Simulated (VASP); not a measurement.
# Bi (R-3m) in VASP: notebook, part 2 of 2

VASP 6.6.1.

## (4) Relaxation of cell and atoms, rev-vdW-DF2

This run uses another cell than the first one, of 35.79 Å³/atom, 0.973 times its volume.

The input, INCAR:

```
PREC     = Accurate       # precision mode
ENCUT    = 600            # plane-wave cutoff, eV
EDIFF    = 1E-7           # SCF threshold, eV
ISMEAR   = 1              # smearing method
SIGMA    = 0.1            # smearing width, eV
LREAL    = False          # projectors in reciprocal space
LASPH    = True           # aspherical terms in the spheres
NELM     = 80             # most SCF steps
ALGO     = Normal         # electronic algorithm
ISIF     = 3              # what is computed and relaxed
LWAVE    = False          # write WAVECAR
LCHARG   = False          # write CHGCAR
GGA      = MK             # functional
LUSE_VDW = True         
AGGAC    = 0.0          
PARAM1   = 0.1234       
PARAM2   = 0.711357     
ZAB_VDW  = -1.8867      
IBRION   = 2              # ionic algorithm
NSW      = 90             # ionic steps
EDIFFG   = -0.005         # ionic threshold
```

The input, KPOINTS:

```
regular mesh
0
Gamma
  12 12 10
```

The input, POSCAR:

```
Bi                                      
1.0
    2.2774325441      1.3148762924      3.9837142034
   -2.2774325441      1.3148762924      3.9837142034
    0.0000000000     -2.6297525848      3.9837142034
  Bi            
     2
Direct
     0.2351969702982672    0.2351969702982672    0.2351969702982672
     0.7648030297017326    0.7648030297017326    0.7648030297017326
```

Potentials or basis: VASP PAW PBE potentials, release 64 (Bi_d).

Launch:

```sh
cat potpaw_PBE.64/Bi_d/POTCAR > POTCAR
mpirun -np 1 vasp_std > vasp.out
```

OUTCAR:

```text
PREC = Accurate
   ENCUT = 600
   EDIFF = 1E-7
   ISMEAR = 1
   LREAL = False
   LASPH = True
   NELM = 80
   ISIF = 3
   GGA = MK
   IBRION = 2
   NSW = 90
   EDIFFG = -0.005

 ion  position               nearest neighbor table
   1  0.235  0.235  0.235-   2 3.10   2 3.10   2 3.10   2 3.52   2 3.52   2 3.52
   2  0.765  0.765  0.765-   1 3.10   1 3.10   1 3.10   1 3.52   1 3.52   1 3.52

  LATTYP: Found a trigonal (rhomboedric) cell.
 ALAT       =     4.7734240867
 COS(alpha) =     0.5447384215

  Lattice vectors:

 A1 = (   2.2774325441,   1.3148762924,   3.9837142034)
 A2 = (  -2.2774325441,   1.3148762924,   3.9837142034)
 A3 = (   0.0000000000,  -2.6297525848,   3.9837142034)

Analysis of symmetry for initial positions (statically):
=====================================================================
 Subroutine PRICEL returns:
 Original cell was already a primitive cell.

 Routine SETGRP: Setting up the symmetry group for a
 trigonal (rhombohedral) supercell.

 Subroutine GETGRP returns: Found 12 space group operations
 (whereof 12 operations were pure point group operations)
 out of a pool of 12 trial point group operations.

The static configuration has the point symmetry D_3d.

[... 187 lines left out ...]
  energy without entropy =       -1.89042977  energy(sigma->0) =       -1.89045048

------------------------ aborting loop because EDIFF is reached ----------------------------------------

  FORCE on cell =-STRESS in cart. coord.  units (eV):
  Direction    XX          YY          ZZ          XY          YZ          ZX
  --------------------------------------------------------------------------------------
  -------------------------------------------------------------------------------------
  Total        0.0126242      0.0126242     -0.0122193      0.0000000      0.0000000      0.0000000
  in kB        0.2825828      0.2825828     -0.2735189      0.0000000      0.0000000      0.0000000
  external PRESSURE =       0.0972156 kB  Pullay stress =       0.0000000 kB
[... 139 lines left out ...]
--------------------------------------- Ionic step        5  -------------------------------------------

 number of electron      30.0000003 magnetization

 Free energy of the ion-electron system (eV)
  ---------------------------------------------------
  ext. energy  EPLUGINS =         0.00000000
  ---------------------------------------------------
  free energy    TOTEN  =        -1.89049931 eV

  energy without entropy =       -1.89049720  energy(sigma->0) =       -1.89049861

 E-fermi :   6.0387     XC(G=0):  -9.5098

 val. band max:        6.0336065883   @ k =   0.0833   0.0833   0.4000
 cond. band min:       6.0896141271   @ k =   0.4167  -0.0000   0.0000
 fundamental gap:      0.0560075388
 Fermi energy:         6.0386715853

 k-point     1 :       0.0000    0.0000    0.0000
  band No.  band energies     occupation
      1     -16.8096      2.00000
      2     -16.8096      2.00000
      3     -16.6649      2.00000
      4     -16.6649      2.00000
      5     -16.6537      2.00000
      6     -16.4924      2.00000
[... 505 lines left out ...]
      6     -16.5710      2.00000
[... 11 lines left out ...]
     18       9.1980      0.00000
     19      12.8256      0.00000

 [... further k-points ...]
[... 5 lines left out ...]
  --------------------------------------------------------------------------------------
  -------------------------------------------------------------------------------------
  Total       -0.0001225     -0.0001225      0.0006251      0.0000000      0.0000000      0.0000000
  in kB       -0.0027428     -0.0027428      0.0140019      0.0000000      0.0000000      0.0000000
  external PRESSURE =       0.0028388 kB  Pullay stress =       0.0000000 kB
[... 21 lines left out ...]
  energy  without entropy=       -1.8904972035  energy(sigma->0) =       -1.89049861

Total vdW correction in eV:      4.8494021

 reached required accuracy - stopping structural energy minimisation
```

OSZICAR:

```text
N       E                     dE             d eps       ncg     rms          rms(c)
DAV:   1     0.311359768073E+03    0.31136E+03   -0.17883E+04 14858   0.207E+03
DAV:   2     0.231774289430E+02   -0.28818E+03   -0.28393E+03 14882   0.480E+02
DAV:   3    -0.976773082837E+00   -0.24154E+02   -0.23691E+02 17241   0.160E+02
[... 36 lines left out ...]
DAV:   3    -0.189049672547E+01    0.11628E-03   -0.49729E-04 19287   0.353E-01    0.133E-02
DAV:   4    -0.189049951540E+01   -0.27899E-05   -0.66531E-05 16167   0.105E-01    0.535E-03
DAV:   5    -0.189049918376E+01    0.33164E-06   -0.39343E-06 20161   0.325E-02    0.151E-03
DAV:   6    -0.189049925943E+01   -0.75677E-07   -0.10030E-06 14877   0.143E-02    0.786E-04
DAV:   7    -0.189049931444E+01   -0.55010E-07   -0.48653E-08  7564   0.292E-03
   5 F= -.18904993E+01 E0= -.18904986E+01  d E =-.206223E-04
```

Run time: 19 min. Hardware: 1 thread of Intel Xeon 6975P-C (Granite Rapids), shared host; peak memory 1 GiB.

Results:

```yaml
Free_energy: -1.8905 eV
Relaxed_volume: 35.77 Å³/atom
Relaxed_cell: a = 4.767 Å, b = 4.767 Å, c = 4.767 Å, α = 57.12°, β = 57.12°, γ = 57.12°
Space_group_after_relaxing_to_0.05_Å: R-3m (No. 166)
Energy_gained_by_relaxing: 0.0 meV/atom
Ionic_steps: 5
Pressure_after_relaxing: 0.0 GPa
Band_gap_on_the_k_mesh: none (metal or under the smearing width)
```

Forces in eV/Å, atoms in the order of the input:
```
Bi   0.000  0.000  0.003
Bi   0.000  0.000 -0.003
```

Final structure:
```
Bi
1.0
     2.27911    1.31584    3.97530
    -2.27911    1.31584    3.97530
     0.00000   -2.63169    3.97530
Bi
2
Direct
  0.23533 0.23533 0.23533
  0.76467 0.76467 0.76467
```

Levels at points of the mesh, in eV from the Fermi level:
```
           k point  band 11  band 12  band 13  band 14  band 15  band 16  band 17  band 18  band 19
(0.00, 0.00, 0.00)   -13.00    -7.63    -1.51    -1.17    -1.17     2.55     2.90     2.90     5.61
(0.50, 0.00, 0.00)   -11.12   -10.54    -1.28    -1.08    -0.29    -0.24     0.44     0.92     7.53
(0.50, 0.50, 0.00)   -11.24    -9.50    -4.60    -2.99    -2.81     2.50     4.77     5.26     6.53
(0.50, 0.50, 0.50)   -11.77   -10.01    -0.85    -0.53    -0.53     0.64     0.64     0.66     7.07
```

Caveat: the PAW data sets were made with another functional, which shifts forces and pressure a little; spin-orbit coupling is left out, which moves the levels of the heavy elements.
